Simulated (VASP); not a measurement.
# GaN with r2SCAN: from relaxation to properties

Aim: relax GaN with r2SCAN, compute its properties on that cell and hold them against experiment. The steps: relaxing cell and atoms (r2SCAN), second relaxation, single point with fields (r2SCAN), bands along the symmetry lines (r2SCAN), total and projected DOS (r2SCAN), zone-centre phonons (r2SCAN), optical spectrum (r2SCAN), band structure (r2SCAN + SOC), bands along the symmetry lines (HSE06) and bands along the symmetry lines (TB-mBJ). The start is a cell from a database of measured crystal structures.

Calculated with VASP 6.6.1; r2SCAN; plane waves and PAW (Ga_d, N), in the first sound run; inputs show where later runs differ.

**Measured values to reproduce.**

For GaN, wurtzite (bulk w-GaN, literature), “Vacancy defect in bulk and at (10overline10) surface of GaN: A combined first-principles theoretical and experimental analysis” (2017, arxiv:1710.05670) quotes earlier work: lattice constant a (a, Expt. column of Table I) 3.189 Å; lattice constant c (c, Expt. column of Table I) 5.186 Å.

For GaN, wurtzite (bulk crystal), “Studying electronic properties in GaN without electrical contacts using γ-γ vs e−-γ Perturbed Angular Correlations” (2019, pmc:6823545) quotes earlier work: band gap (direct gap at Gamma, earlier experiment) 3.503 ± 0.005 eV [Cited literature value; temperature and sample not stated].

“Optical phonon modulation in semiconductors by surface acoustic waves” (2016, arxiv:1601.01883) reports for GaN, wurtzite, by Raman backscattering, 473 nm excitation ((0001) GaN substrate, no acoustic wave, 300 K): Raman mode (E2(high)) 570 cm⁻¹.

The database entry behind the starting cell differs from later determinations by our own check (about 0.3 % short, ideal inner coordinate), so it need not match the best structure at ambient conditions.

**1. The starting structure**

Before any relaxation, the start is as follows. It takes space group P6_3mc (No. 186, hexagonal). The conventional cell has a = 3.180 Å, b = 3.180 Å, c = 5.166 Å, α = 90.00°, β = 90.00°, γ = 120.00°. Nearest to Ga lie 4 N at 1.94 to 1.95 Å. Nearest to N lie 4 Ga at 1.94 to 1.95 Å. Farther neighbours and most contacts between anions are not listed.

**2. Relaxing cell and atoms (r2SCAN)**

The start need not lie at this functional's minimum. ISIF = 3 frees volume, shape and positions, and EDIFFG sets the threshold on forces and stress at which the search stops. r2SCAN adds the kinetic-energy density, costs more than a GGA and is run with LASPH.

The input, INCAR:

```
SYSTEM = GaN
PREC = Accurate
ENCUT = 520
EDIFF = 1E-06
NELM = 100
ISMEAR = 0
SIGMA = 0.05
LREAL = .FALSE.
ALGO = Normal
METAGGA = R2SCAN
LASPH = .TRUE.
NBANDS = 24
LORBIT = 11
LWAVE = .FALSE.
LCHARG = .FALSE.
KPAR = 4
IBRION = 2
NSW = 60
ISIF = 3
EDIFFG = -0.01
```

The input, POSCAR:

```
GaN
1.0
    3.1800000000      0.0000000000      0.0000000000
   -1.5900000000      2.7539607840      0.0000000000
    0.0000000000      0.0000000000      5.1660000000
Ga N
2 2
Direct
    0.3333333333      0.6666666667      0.0000000000
    0.6666666667      0.3333333333      0.5000000000
    0.3333333333      0.6666666667      0.3750000000
    0.6666666667      0.3333333333      0.8750000000
```

The input, KPOINTS:

```
Automatic mesh
0
Gamma
7 7 4
0 0 0
```

The projector-augmented-wave data sets are Ga_d and N (PBE family, release 64).

Launch:

```sh
> mpirun -np 4 vasp_std
```

The log of the run:

```text
[banner, memory and clock lines left out]
running    4 mpi-ranks, on    1 nodes
 distrk:  each k-point on    1 cores,    4 groups
 distr:  one band on    1 cores,    1 groups

 POSCAR found type information on POSCAR GaN
 POSCAR found :  2 types and       4 ions
|                                                                             |
|               ----> ADVICE to this user running VASP <----                  |
|                                                                             |
|     You enforced a specific xc type in the INCAR file but a different       |
|     [... a line on the potential file left out ...]
|     I HOPE YOU KNOW WHAT YOU ARE DOING!                                     |
|                                                                             |

 LDA part: xc-table for (None), standard interpolation
 POSCAR, INCAR and KPOINTS ok, starting setup
 FFT: planning ... GRIDC
 FFT: planning ... GRID_SOFT
 FFT: planning ... GRID
 WAVECAR not read
 entering main loop
       N       E                     dE             d eps       ncg     rms          rms(c)
DAV:   1     0.251300275220E+03    0.25130E+03   -0.18848E+04  1272   0.290E+03
DAV:   2    -0.214013144079E+02   -0.27270E+03   -0.26065E+03  1296   0.531E+02
DAV:   3    -0.527309656790E+02   -0.31330E+02   -0.31110E+02  1336   0.145E+02
DAV:   4    -0.536567876985E+02   -0.92582E+00   -0.92475E+00  1584   0.280E+01
DAV:   5    -0.536713697946E+02   -0.14582E-01   -0.14580E-01  1344   0.313E+00    0.102E+01
DAV:   6    -0.435762809433E+02    0.10095E+02   -0.89407E+00  1952   0.549E+01    0.311E+00
DAV:   7    -0.437955486362E+02   -0.21927E+00   -0.20547E+00  1280   0.109E+01    0.266E+00
DAV:   8    -0.438184816869E+02   -0.22933E-01   -0.11045E-01  1640   0.716E+00    0.703E-01
DAV:   9    -0.438150739915E+02    0.34077E-02   -0.46194E-02  1872   0.318E+00    0.162E-01
DAV:  10    -0.438153117487E+02   -0.23776E-03   -0.48310E-03  1776   0.791E-01    0.665E-02
DAV:  11    -0.438154511016E+02   -0.13935E-03   -0.40158E-04  1240   0.177E-01    0.254E-02
DAV:  12    -0.438154632662E+02   -0.12165E-04   -0.24464E-05  1640   0.857E-02    0.136E-02
DAV:  13    -0.438154607210E+02    0.25452E-05   -0.45685E-06  1408   0.353E-02    0.768E-03
DAV:  14    -0.438154601338E+02    0.58724E-06   -0.32971E-06  1232   0.152E-02
   1 F= -.43815460E+02 E0= -.43815460E+02  d E =-.438155E+02
 curvature:   0.00 expect dE= 0.000E+00 dE for cont linesearch  0.000E+00
 trial: gam= 0.00000 g(F)=  0.361E-02 g(S)=  0.169E-01 ort = 0.000E+00 (trialstep = 0.100E+01)
 search vector abs. value=  0.205E-01
 bond charge predicted
       N       E                     dE             d eps       ncg     rms          rms(c)
DAV:   1    -0.439500292036E+02   -0.13457E+00   -0.29528E+00  1560   0.327E+01    0.236E+00
DAV:   2    -0.438497545393E+02    0.10027E+00   -0.35277E-01  1544   0.121E+01    0.115E+00
DAV:   3    -0.438159841055E+02    0.33770E-01   -0.59503E-02  1648   0.615E+00    0.214E-01
DAV:   4    -0.438148614618E+02    0.11226E-02   -0.22366E-02  1272   0.137E+00    0.182E-01
DAV:   5    -0.438149215792E+02   -0.60117E-04   -0.97841E-04  1608   0.301E-01    0.161E-01
DAV:   6    -0.438149059805E+02    0.15599E-04   -0.24049E-04  1360   0.360E-01    0.103E-01
DAV:   7    -0.438148707097E+02    0.35271E-04   -0.51362E-05  1536   0.202E-01    0.495E-02
DAV:   8    -0.438148673513E+02    0.33585E-05   -0.14006E-05  1832   0.578E-02    0.618E-03
DAV:   9    -0.438148699515E+02   -0.26002E-05   -0.16346E-06   872   0.119E-02    0.507E-03
DAV:  10    -0.438148720756E+02   -0.21242E-05   -0.18730E-07   632   0.609E-03    0.105E-03
DAV:  11    -0.438148726319E+02   -0.55622E-06   -0.10117E-07   624   0.422E-03
   2 F= -.43814873E+02 E0= -.43814873E+02  d E =0.587502E-03
[...]
3 F= -.43820150E+02 E0= -.43820150E+02  d E =-.469026E-02
[...]
4 F= -.43820147E+02 E0= -.43820147E+02  d E =-.468736E-02
[...]
5 F= -.43820203E+02 E0= -.43820203E+02  d E =-.553856E-04
 trial-energy change:   -0.000055  1 .order   -0.000044   -0.000088   -0.000001
 step:   0.9022(harm=  0.9064)  dis= 0.00091  next Energy=   -43.820203 (dE=-0.554E-04)
 bond charge predicted
       N       E                     dE             d eps       ncg     rms          rms(c)
DAV:   1    -0.438202028005E+02    0.70630E-06   -0.92244E-07   728   0.106E-02    0.158E-03
DAV:   2    -0.438202026072E+02    0.19330E-06   -0.13505E-07   632   0.542E-03
   6 F= -.43820203E+02 E0= -.43820203E+02  d E =-.551159E-04
 curvature:  -0.37 expect dE=-0.150E-04 dE for cont linesearch -0.179E-06
 trial: gam= 0.35051 g(F)=  0.277E-07 g(S)=  0.402E-04 ort = 0.690E-05 (trialstep = 0.898E+00)
 search vector abs. value=  0.573E-04
 reached required accuracy - stopping structural energy minimisation
```

Elapsed: 80 s, on 4 MPI ranks of Intel Xeon 6975P-C (Granite Rapids), shared host; peak memory 0.69 GiB; 4.7 min of CPU time.

The logs omit lines about the potential files and the build; timing stands in the text.

From OUTCAR (step 2):

```text
ion  position               nearest neighbor table
   1  0.333  0.667  0.000-   3 1.94   4 1.95   4 1.95   4 1.95
   2  0.667  0.333  0.500-   4 1.94   3 1.95   3 1.95   3 1.95
   3  0.333  0.667  0.375-   1 1.94   2 1.95   2 1.95   2 1.95
   4  0.667  0.333  0.875-   2 1.94   1 1.95   1 1.95   1 1.95

  LATTYP: Found a hexagonal cell.
 ALAT       =     3.1800000000
 C/A-ratio  =     1.6245283019

 Subroutine GETGRP returns: Found 12 space group operations
 (whereof  6 operations were pure point group operations)

The static configuration has the point symmetry C_3v.
 The point group associated with its full space group is C_6v.

 Found     24 irreducible k-points:

   k-points           NKPTS =     24   k-points in BZ     NKDIM =     24   number of bands    NBANDS=     24

   dimension x,y,z NGX =    24 NGY =   24 NGZ =   40
   dimension x,y,z NGXF=    48 NGYF=   48 NGZF=   80

   ENCUT  =  520.0 eV  38.22 Ry    6.18 a.u.   5.91  5.91  9.61*2*pi/ulx,y,z

   NELECT =      36.0000    total number of electrons

 k-points in reciprocal lattice and weights: Automatic mesh
   0.00000000  0.00000000  0.00000000       0.005
   0.14285714  0.00000000  0.00000000       0.031
   0.28571429 -0.00000000  0.00000000       0.031
   0.42857143  0.00000000  0.00000000       0.031
   0.14285714  0.14285714  0.00000000       0.031
   0.28571429  0.14285714  0.00000000       0.061
   0.42857143  0.14285714  0.00000000       0.031
   0.28571429  0.28571429  0.00000000       0.031
   0.00000000  0.00000000  0.25000000       0.010
[...]
0.42857143  0.14285714  0.50000000       0.031
   0.28571429  0.28571429  0.50000000       0.031

 average (electrostatic) potential at core
       1 -68.2906       2 -68.2906       3 -64.9491       4 -64.9491

 E-fermi :   5.3316

 k-point     1 :       0.0000    0.0000    0.0000
  band No.  band energies     occupation
    ...
     14       3.9868      2.00000
     15       3.9868      2.00000
     16       5.0070      2.00000
     17       5.0469      2.00000
     18       5.0469      2.00000
     19       7.3517      0.00000
     20       9.8289      0.00000
     21      14.9703      0.00000
     22      15.6070      0.00000
     23      15.6070      0.00000
    ...

 k-point     2 :       0.1429    0.0000    0.0000
  band No.  band energies     occupation
    ...
     14       2.6597      2.00000
     15       3.5853      2.00000
     16       3.6431      2.00000
     17       4.7967      2.00000
     18       4.8623      2.00000
     19       8.6157      0.00000
     20      10.8995      0.00000
     21      14.1059      0.00000
     22      14.7644      0.00000
     23      16.0989      0.00000
    ...

 k-point     3 :       0.2857   -0.0000    0.0000
  band No.  band energies     occupation
    ...
     14       0.5039      2.00000
     15       1.6453      2.00000
     16       2.8268      2.00000
     17       4.1048      2.00000
     18       4.4210      2.00000
     19      10.1038      0.00000
     20      11.4811      0.00000
     21      12.6757      0.00000
     22      14.1572      0.00000
     23      16.0012      0.00000
    ...

  Total        0.0373590      0.0373590     -0.0233179      0.0000000      0.0000000      0.0000000
  in kB        1.3090917      1.3090917     -0.8170800      0.0000000      0.0000000      0.0000000
  external PRESSURE =       0.6003678 kB  Pullay stress =       0.0000000 kB

  energy-cutoff  :      520.00
  volume of cell :       45.72
      direct lattice vectors                 reciprocal lattice vectors
     3.188184486  0.000000000  0.000000000     0.313658135  0.181090609  0.000000000
    -1.594092243  2.761048756 -0.000000000     0.000000000  0.362181217  0.000000000
    -0.000000000  0.000000000  5.194192238    -0.000000000  0.000000000  0.192522717

 POSITION                                       TOTAL-FORCE (eV/Angst)
 -----------------------------------------------------------------------------------
     -0.00000      1.84070      5.19002         0.000000     -0.000000     -0.000379
      1.59409      0.92035      2.59293        -0.000000      0.000000     -0.000379
     -0.00000      1.84070      1.95199         0.000000      0.000000      0.000379
      1.59409      0.92035      4.54909         0.000000      0.000000      0.000379
 -----------------------------------------------------------------------------------
    total drift:                                0.000002      0.000004      0.036672

  FREE ENERGIE OF THE ION-ELECTRON SYSTEM (eV)
  ---------------------------------------------------
  free  energy   TOTEN  =       -43.8202026072 eV

  energy  without entropy=      -43.8202026072  energy(sigma->0) =      -43.82020261

 reached required accuracy - stopping structural energy minimisation

 total charge
# of ion       s       p       d       tot
------------------------------------------
    1        0.754   0.875  10.191  11.820
    2        0.754   0.875  10.191  11.820
    3        1.232   2.544   0.000   3.776
    4        1.232   2.544   0.000   3.776
--------------------------------------------------
tot          3.971   6.840  20.381  31.192

[... 3 further parts left out ...]
```

CONTCAR:

```
GaN
   1.00000000000000
     3.1881844855000070    0.0000000000000000    0.0000000000000000
    -1.5940922427500035    2.7610487563596449   -0.0000000000000000
    -0.0000000000000000    0.0000000000000000    5.1941922383137458
  Ga              N
     2     2
Direct
     0.3333333332999970    0.6666666667000030    0.9991975712505734
     0.6666666667000030    0.3333333332999970    0.4991975712505734
     0.3333333332999970    0.6666666667000030    0.3758024287494266
     0.6666666667000030    0.3333333332999970    0.8758024287494266
```

The gap is read on the k-mesh alone, so it is an upper bound where the band edges lie off the mesh. The PAW data sets were made with PBE, which is usual practice but a small mismatch for other functionals. The run keeps the 12 symmetry operations of its start, so it cannot find a distortion of lower symmetry.

Relaxation path:

```
step  energy less that of the first step (eV)  largest force (eV/Å)  pressure (GPa)  volume (Å³)
   1                                   0.0000                0.1369            2.24        45.24
   2                                   0.0006                0.0848           -2.28        46.28
   3                                  -0.0047                0.0218           -0.02        45.73
   4                                  -0.0047                0.0192           -0.08        45.74
   5                                  -0.0047                0.0012            0.13        45.72
   6                                  -0.0047                0.0004            0.06        45.72
```

```
conventional cell, symmetrised  before  after  change
                         a (Å)   3.180  3.188  +0.3 %
                         b (Å)   3.180  3.188  +0.3 %
                         c (Å)   5.166  5.194  +0.5 %
              volume (Å³/atom)   11.31  11.43  +1.1 %
```

The relaxed structure:

```xyz
4
Lattice="3.1882 0.0000 0.0000 -1.5941 2.7610 0.0000 0.0000 0.0000 5.1942" Properties=species:S:1:pos:R:3 pbc="T T T"
Ga    0.0000    1.8407   -0.0042
Ga    1.5941    0.9203    2.5929
N     0.0000    1.8407    1.9520
N     1.5941    0.9203    4.5491
```

A gap read on the k-mesh alone can miss the band edges.

This step gave:

* electrons: 36
* bands: 24
* irreducible k-points: 24
* symmetry operations: 12
* free energy (TOTEN): -43.82 eV
* Fermi energy: 5.332 eV
* pressure: 0.06004 GPa
* metallic: no
* valence top at k: 0, 0, 0
* conduction bottom at k: 0, 0, 0
* least direct gap at k: 0, 0, 0
* SCF cycles over all ionic steps: 43
* gap on the k-mesh: 2.305 eV
* least direct gap on the k-mesh: 2.305 eV

It ends with forces under 0.001 eV/Å and a pressure of 0.06 GPa. The volume lies +1.1 % from that of the database's start.

[end of part 1 of 7]

[Lines on the potential files, build, host, timing and source positions are cut from VASP's logs without a mark.]

[Logs are printed without paths, hosts, clocks, repeated set-up lines and the standing remarks that a program may print on its own settings, such as how far it seeks lower states.]

[Hosts, paths, dates, database ids (printed as entryN), source tags and the programs' standing remarks are cut or masked in the printed files.]

[Measured values are set beside computed ones only where the two were judged alike; some that the calculation misses by far are left out.]

[In band tables of VASP the shares of atoms and orbitals are scaled to a sum of 1 inside the atoms' spheres.]
